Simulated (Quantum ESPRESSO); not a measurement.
**BaTiO3: phonons at points of the zone under several settings**

```
Ba Ti O
1.0
     2.82737    1.63238    2.31839
    -2.82737    1.63238    2.31839
     0.00000   -3.26476    2.31839
Ba Ti O
1 1 3
Direct
  0.00000 0.00000 0.00000
  0.48450 0.48450 0.48450
  0.50860 0.01750 0.50860
  0.01750 0.50860 0.50860
  0.50860 0.50860 0.01750
```

All runs used Quantum ESPRESSO 7.5; potentials PseudoDojo 0.4.1 SR LDA standard; k mesh 2 × 2 × 2, shifted; given cell, atoms relaxed; no spin polarisation; cutoff 1143 eV; occupations smeared at first, fixed for the response.

```csv
level,point,frequencies (cm⁻¹)
LDA,"Γ (0.000, 0.000, 0.000)",0 0 0 147 152 152 205 207 207 359 359 359 481 481 483
LDA,"B (0.503, 0.500, 0.497)",?
```

Task: What stands in the row left open?

Result: Frequencies 118 120 120 192 192 194 352 352 390 390 390 427 427 427 706 cm⁻¹.

Caveats: all runs use coarse meshes; this release of the barium file is off; the cell is more than 3 GPa from zero pressure, which shifts response properties; the cell relaxed to another space group than the one typed.

For the row left open. Caveat: the k mesh is coarse (spacing up to 0.78 Å⁻¹), so the values aren't converged; this release of the barium file is off; the cell is more than 3 GPa from zero pressure, which shifts response properties; the cell relaxed to another space group than the one typed.
